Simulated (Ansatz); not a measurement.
## Fe: from the end of a run back to its start

We look at Fe: an experimental structure (space group Fm-3m, primitive cell doubled), with 2 atoms per cell. The computed pressure is over 10 GPa in size, so the cell is far from the computed equilibrium volume. Source: COD entry 9014591, which need not be the ambient phase.

```
CELL_PARAMETERS angstrom
0.00000 3.58300 3.58300
1.79150 0.00000 1.79150
1.79150 1.79150 0.00000
ATOMIC_POSITIONS crystal
Fe 0.00000 0.00000 0.00000
Fe 0.50000 0.00000 0.00000
```

Atoms are numbered from 1 in the order listed.

All numbers below come from Ansatz development build ahead of 0.2.0, DFT, PBEsol, PAW, plane waves, scalar-relativistic.

| Setting | Value |
| --- | --- |
| Plane-wave cutoff | 420 eV |
| k-point mesh | 6×12×12 (Γ-centred) |
| Occupations | Fermi–Dirac smearing, 0.1 eV |
| Valence electrons | 32 |

Site moments are integrals over atomic spheres and don't add up to the total.

The mesh is too coarse to rank close states of a metal with certainty: differences of some tens of meV/atom may change, at times in sign.

Plain SCF: the run stops at the first self-consistent solution. Ends within 0.2 meV/atom and 0.1 μB count as one state.

One run gave this history:

```json
{"iteration": "1", "Harris–Foulkes energy + 8898 (eV)": "0.7107", "largest residual (eV)": "2.69e+00", "M (μB)": "2.89", "absolute moment (μB)": "3.12"}
{"iteration": "2", "Harris–Foulkes energy + 8898 (eV)": "0.8749", "largest residual (eV)": "2.77e+00", "M (μB)": "2.49", "absolute moment (μB)": "2.82"}
{"iteration": "3", "Harris–Foulkes energy + 8898 (eV)": "0.3050", "largest residual (eV)": "1.88e+01", "M (μB)": "3.42", "absolute moment (μB)": "3.54"}
{"iteration": "4", "Harris–Foulkes energy + 8898 (eV)": "1.0620", "largest residual (eV)": "1.07e+00", "M (μB)": "2.71", "absolute moment (μB)": "3.02"}
{"iteration": "5", "Harris–Foulkes energy + 8898 (eV)": "0.9591", "largest residual (eV)": "7.78e-01", "M (μB)": "2.55", "absolute moment (μB)": "2.91"}
{"iteration": "6", "Harris–Foulkes energy + 8898 (eV)": "0.8793", "largest residual (eV)": "5.03e-01", "M (μB)": "2.46", "absolute moment (μB)": "2.85"}
{"iteration": "8", "Harris–Foulkes energy + 8898 (eV)": "0.7723", "largest residual (eV)": "5.98e-01", "M (μB)": "2.21", "absolute moment (μB)": "2.67"}
{"iteration": "11", "Harris–Foulkes energy + 8898 (eV)": "0.6842", "largest residual (eV)": "1.03e-01", "M (μB)": "1.61", "absolute moment (μB)": "2.29"}
{"iteration": "13", "Harris–Foulkes energy + 8898 (eV)": "0.6783", "largest residual (eV)": "5.65e-02", "M (μB)": "1.07", "absolute moment (μB)": "2.17"}
{"iteration": "15", "Harris–Foulkes energy + 8898 (eV)": "0.6661", "largest residual (eV)": "3.25e-02", "M (μB)": "0.74", "absolute moment (μB)": "2.50"}
{"iteration": "18", "Harris–Foulkes energy + 8898 (eV)": "0.6824", "largest residual (eV)": "7.76e-03", "M (μB)": "1.41", "absolute moment (μB)": "2.21"}
{"iteration": "20", "Harris–Foulkes energy + 8898 (eV)": "0.6832", "largest residual (eV)": "3.28e-03", "M (μB)": "1.39", "absolute moment (μB)": "2.14"}
{"iteration": "22", "Harris–Foulkes energy + 8898 (eV)": "0.6884", "largest residual (eV)": "1.20e-03", "M (μB)": "1.65", "absolute moment (μB)": "1.98"}
{"iteration": "25", "Harris–Foulkes energy + 8898 (eV)": "0.6890", "largest residual (eV)": "7.64e-05", "M (μB)": "1.75", "absolute moment (μB)": "1.96"}
{"iteration": "27", "Harris–Foulkes energy + 8898 (eV)": "0.6890", "largest residual (eV)": "1.53e-05", "M (μB)": "1.74", "absolute moment (μB)": "1.96"}
{"iteration": "30", "Harris–Foulkes energy + 8898 (eV)": "0.6890", "largest residual (eV)": "5.73e-08", "M (μB)": "1.76", "absolute moment (μB)": "1.96"}
{"iteration": "32", "Harris–Foulkes energy + 8898 (eV)": "0.6890", "largest residual (eV)": "2.25e-08", "M (μB)": "1.76", "absolute moment (μB)": "1.96"}
```

It ended magnetic with very unequal moments on like atoms, site moments Fe1 0.08, Fe2 1.70 μB, total 1.76 μB per cell, no gap on the k-mesh.

Task: These set-ups ended in different states. Which one gave the run above?
A. opposed moments +-, plain SCF [Fe1 4.00, Fe2 -4.00 μB]
B. a moment on one site alone, plain SCF [Fe2 4.00 μB]
C. spin on, no moments given (the program may seed its own), plain SCF
D. usual moments times 1.4, signs ++, plain SCF [Fe1 5.60, Fe2 5.60 μB]

Result: B. The others ended as follows, with energies against this run: “opposed moments +-, plain SCF” antiferromagnetic, -22.3 meV/atom; “usual moments times 1.4, signs ++, plain SCF” ferromagnetic, -24.5 meV/atom; “spin on, no moments given (the program may seed its own), plain SCF” non-magnetic, +31.3 meV/atom.
